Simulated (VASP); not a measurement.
Input of a VASP 6.6.1 run:

INCAR

```
PREC     = Accurate       # precision mode
ENCUT    = 520            # plane-wave cutoff, eV
EDIFF    = 1E-6           # SCF threshold, eV
ISMEAR   = 0              # smearing method
SIGMA    = 0.05           # smearing width, eV
LREAL    = False          # projectors in reciprocal space
LASPH    = True           # aspherical terms in the spheres
NELM     = 100            # most SCF steps
ALGO     = Normal         # electronic algorithm
ISIF     = 2              # what is computed and relaxed
LWAVE    = False          # write WAVECAR
LCHARG   = False          # write CHGCAR
GGA      = PS             # functional
NBANDS   = 24             # bands
```

File KPOINTS:

```
regular mesh
0
Gamma
  6 6 6
```

POSCAR

```
KCl
1.0
    0.0000000000     -3.1207041401     -3.1207041401
   -3.1207041401      0.0000000000     -3.1207041401
    3.1207041401      3.1207041401     -6.2414082803
K Cl
2 2
Direct
    0.5000000000      0.5000000000      0.5000000000
    0.0000000000      1.0000000000      0.0000000000
    0.7500000000      0.7500000000      0.7500000000
    0.2500000000      0.2500000000      0.2500000000
```

Potentials or basis: VASP PAW PBE potentials, release 64 (K_sv, Cl).

Run with:

```sh
$ cat potpaw_PBE.64/K_sv/POTCAR potpaw_PBE.64/Cl/POTCAR > POTCAR
$ mpirun -np 1 vasp_std > vasp.out
```

(1) Estimate the band gap on the k mesh.

(2) Estimate the pressure.

## Answers

(1) 5.10 eV.

(2) 0.1 GPa.

Caveat: the PAW data sets were made with another functional, which shifts forces and pressure a little.

**The experiment to reproduce.**

From a printed reference work, monograph, for a bulk crystal of KCl: band gap 8.68 eV.

Measured gap of KCl: 8.68 eV (a printed reference work, monograph). This calculation gives 5.10 eV (-3.58 eV). The value is that of PBEsol on a finite k mesh, which can miss the band edges, without temperature or zero-point motion. Semilocal functionals fall short of measured gaps as a rule.
